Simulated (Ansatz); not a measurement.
Geometry optimisation in Ansatz: input, command and trajectory.

```yaml
crystal:
  lattice:
    - [3.070045642, 0.0, 0.0]
    - [-1.535022821, 2.6587375167, 0.0]
    - [0.0, 0.0, 4.678428]
  atoms:
    - { symbol: W, position: [0.33333333, 0.66666667, 0.746331] }
    - { symbol: W, position: [0.66666667, 0.33333333, 0.253669] }
    - { symbol: C, position: [0.0, 0.0, 0.0] }
basis:
  ecutwfc: 420
kpoints:
  mp_grid: { grid: [18, 18, 10] }
hamiltonian:
  xc: pbe
scf:
  occupations: { method: gaussian, width: 0.1 }
output:
  forces: true
  stress: true
  eigenvalues: true
relax:
  adjacent_minimum: "off"
  f_tol: 0.005
  max_steps: 80
  cell: { stress_tol: 0.05 }
```

```bash
ansatz run input.yaml --threads 2 --pin off --max-ram 5120MiB --backend cpu --events-out ev --progress --plain --runs-dir out
```

Method: DFT PBE, scalar-relativistic, plane waves, PAW in Ansatz 0.2.0.

Of 6 frames 5 are shown, positions in Å and forces in eV/Å; the SCF threshold varies from step to step. Steps run on the plane waves of an earlier cell, with a Pulay correction in the pressure. The basis is chosen afresh for the last frame, the zero of the energies, and at times for earlier ones too; energy and pressure step there, also at an unchanged geometry. The mark taken_back stands on steps that the optimiser undid.

```xyz
3
Lattice="3.0700 0.0000 0.0000 -1.5350 2.6587 0.0000 0.0000 0.0000 4.6784" Properties=species:S:1:pos:R:3:forces:R:3 pbc="T T T" step=1 free_energy_over_end_meV_per_atom=0.51 pressure_GPa=-1.93
W     0.0000    1.7725    3.4917    0.0000    0.0000    0.0751
W     1.5350    0.8862    1.1868    0.0000    0.0000   -0.0751
C     0.0000    0.0000    0.0000    0.0000    0.0000    0.0000
3
Lattice="3.0524 0.0000 0.0000 -1.5262 2.6435 0.0000 0.0000 0.0000 4.6673" Properties=species:S:1:pos:R:3:forces:R:3 pbc="T T T" step=2 free_energy_over_end_meV_per_atom=0.74 pressure_GPa=2.30 taken_back
W     0.0000    1.7623    3.4775    0.0000    0.0000    0.1225
W     1.5262    0.8812    1.1898    0.0000    0.0000   -0.1225
C     0.0000    0.0000    0.0000    0.0000    0.0000    0.0000
3
Lattice="3.0614 0.0000 0.0000 -1.5307 2.6513 0.0000 0.0000 0.0000 4.6794" Properties=species:S:1:pos:R:3:forces:R:3 pbc="T T T" step=3 free_energy_over_end_meV_per_atom=-0.08 pressure_GPa=-0.20
W     0.0000    1.7675    3.4920    0.0000    0.0000    0.0223
W     1.5307    0.8838    1.1874    0.0000    0.0000   -0.0223
C     0.0000    0.0000    0.0000    0.0000    0.0000    0.0000
3
Lattice="3.0609 0.0000 0.0000 -1.5304 2.6508 0.0000 0.0000 0.0000 4.6789" Properties=species:S:1:pos:R:3:forces:R:3 pbc="T T T" step=4 free_energy_over_end_meV_per_atom=-0.09 pressure_GPa=-0.02
W     0.0000    1.7672    3.4920    0.0000    0.0000    0.0064
W     1.5304    0.8836    1.1869    0.0000    0.0000   -0.0064
C     0.0000    0.0000    0.0000    0.0000    0.0000    0.0000
3
Lattice="3.0611 0.0000 0.0000 -1.5306 2.6510 0.0000 0.0000 0.0000 4.6783" Properties=species:S:1:pos:R:3:forces:R:3 pbc="T T T" step=6 free_energy_over_end_meV_per_atom=0.00 pressure_GPa=-0.01
W     0.0000    1.7673    3.4918    0.0000    0.0000   -0.0001
W     1.5306    0.8837    1.1865    0.0000    0.0000    0.0001
C     0.0000    0.0000    0.0000    0.0000    0.0000    0.0000
```

The run took 28 s on 2 threads of Intel(R) Xeon(R) Platinum 8488C (Sapphire Rapids), on a shared host, peak memory 0.56 GiB.

Spin–orbit coupling is left out, which can shift energies with elements as heavy as these.